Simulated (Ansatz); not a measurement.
How much do the gradients of BaTiO3 depend on the method?

Cell: a structure deposited in the COD, its atoms then relaxed with PBE in this cell.

```yaml
crystal:
  lattice:
    - [2.82767, 1.63255, 2.31773]
    - [-2.82767, 1.63255, 2.31773]
    - [0.00000, -3.26511, 2.31773]
  atoms:
    - { symbol: Ba, position: [0.99805, 0.99805, 0.99805] }
    - { symbol: Ti, position: [0.48636, 0.48636, 0.48636] }
    - { symbol: O, position: [0.51010, 0.51010, 0.01669] }
    - { symbol: O, position: [0.01669, 0.51010, 0.51010] }
    - { symbol: O, position: [0.51010, 0.01669, 0.51010] }
```

Atom numbers follow the list; atoms alike are taken as one site, whose name carries the number of the first.

First run. The numbers come from a DFT calculation in Ansatz (PBE, plane waves and PAW, scalar-relativistic, 420 eV cutoff, Γ-centred 8×8×8 k-points, Fermi–Dirac smearing 0.02 eV).

```tsv
site	atom	V_zz (10²¹ V/m²)	η
Ba	1	0.31	0.00
Ti	2	1.07	0.00
O	3	2.21	0.01
```

Second run. The same atoms and settings, except that the functional is PBEsol.

(1) What does the second run give?

Answers

(1) 

```csv
site,atom,V_zz,η,change of V_zz
Ba,1,0.29,0.00,-0.02
Ti,2,1.06,0.00,-0.01
O,3,2.03,0.01,-0.18
```

The largest change of V_zz is on O, from 2.21 to 2.03. In per cent, |V_zz| changes by -1 on Ti, -8 on O (all sites that start above 0.5).

Without spin–orbit coupling (the program notes it for Ba) the gradients are little affected as a rule: paired runs on crystals with a gap mostly move them by under 2 % at such atoms.
For the first run: At this cell the principal stresses reach 5 GPa in size with PBE, which can matter for small gradients.
